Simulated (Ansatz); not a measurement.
# Sr: the crystal squeezed far

One table from this session's results is given with a row withheld; the runs are named, their logs left out.

Method: DFT PBE, with the methods named in each step, in Ansatz 0.2.0.

### The structure to begin with

The structure is hexagonal, space group P6/mmm (No. 191). Conventional cell: a = 6.848 Å, b = 6.848 Å, c = 4.094 Å, α = 90.00°, β = 90.00°, γ = 120.00°. Sr (site symmetry 6/mmm) has 14 Sr at 4.09 to 4.45 Å as nearest neighbours. Around Sr (site symmetry -6m2) lie 11 Sr at 3.95 to 4.45 Å.

Coordinates:

```xyz
3
Lattice="6.8482 0.0000 0.0000 -3.4241 5.9307 0.0000 0.0000 0.0000 4.0942" Properties=species:S:1:pos:R:3 pbc="T T T"
Sr    0.0000    0.0000    0.0000
Sr    0.0000    3.9538    2.0471
Sr    3.4241    1.9769    2.0471
```

Whether this phase is the stable one at these pressures isn't tested.

Atoms are numbered in the order of the input: Sr1, Sr2, Sr3.

Set-up of the first run:

input.yaml

```yaml
crystal:
  lattice:
    - [6.8482222292, 0.0, 0.0]
    - [-3.4241111146, 5.9307344213, 0.0]
    - [0.0, 0.0, 4.0942172709]
  atoms:
    - { symbol: Sr, position: [0.0, 0.0, 0.0] }
    - { symbol: Sr, position: [0.3333333333, 0.6666666667, 0.5] }
    - { symbol: Sr, position: [0.6666666667, 0.3333333333, 0.5] }
kpoints:
  mp_grid: { grid: [5, 5, 7] }
  band_path:
    path:
      - [0.0, 0.0, 0.0]
      - [0.5, 0.0, 0.0]
      - [0.3333333333, 0.3333333333, 0.0]
      - [0.0, 0.0, 0.0]
      - [0.0, 0.0, 0.5]
      - [0.5, 0.0, 0.5]
      - [0.3333333333, 0.3333333333, 0.5]
      - [0.0, 0.0, 0.5]
      - [0.5, 0.0, 0.5]
    npoints: 14
scf:
  occupations: { method: fermi_dirac, width: 0.1 }
hamiltonian:
  xc: pbe
  pseudopotentials: { kind: all_electron, lapw: { basis_error: 0.001 } }
output:
  forces: true
  stress: true
  eigenvalues: true
  populations: true
  dos: { projected: true, de: 0.2, e_range: [-14, 8] }
```

Command:

```bash
$ ansatz run input.yaml --threads 1 --pin off --max-ram 3072MiB --backend cpu --events-out ev --progress --plain --runs-dir out
```

Among the steps run: The reference volume, LAPW; Volume scaled by 1, crystal datasets; Volume scaled by 1, norm-conserving; Volume scaled by 0.88, LAPW; Volume scaled by 0.58, LAPW; Volume scaled by 0.58, crystal datasets; Volume scaled by 0.5, LAPW; Volume scaled by 0.5, crystal datasets; Volume scaled by 0.43, LAPW; Volume scaled by 0.43, crystal datasets; Volume scaled by 0.43, norm-conserving.

One table of the session follows, with a row left open; its other results are not shown here.

 The rows PAW, 0.43 and PAW (core large), 0.43 agree to the last digit and may rest on the same set-up.

| method | volume over the first | volume (Å³/atom) | pressure (GPa) |
| --- | --- | --- | --- |
| LAPW | 1 | 55.429 | 0.01 |
| LAPW | 0.88 | 48.777 | 1.72 |
| LAPW | 0.58 | 32.149 | 14.00 |
| LAPW | 0.5 | 27.714 | 21.83 |
| LAPW | 0.43 | 23.834 | 32.09 |
| PAW | 1 | 55.429 | 0.01 |
| PAW | 0.88 | 48.777 | 1.71 |
| PAW | 0.58 | 32.149 | 14.00 |
| PAW | 0.5 | 27.714 | 21.83 |
| PAW | 0.43 | 23.834 | 32.09 |
| PAW (core large) | 0.43 | 23.834 | 32.09 |
| crystal datasets | 1 | 55.429 | 0.01 |
| crystal datasets | 0.58 | 32.149 | 14.00 |
| crystal datasets | 0.5 | 27.714 | 21.83 |
| crystal datasets | 0.43 | 23.834 | 32.09 |
| norm-conserving | 1 | 55.429 | 0.01 |
| norm-conserving | 0.43 | ? | ? |

Estimate the missing values for norm-conserving, 0.43.

The run gave: volume (Å³/atom): 23.834; pressure (GPa): 32.14.

Caveats from the session: Rows by PAW come from runs of the same series that aren't printed here. Warnings in the runs' records: crystal datasets made, datasets by core.
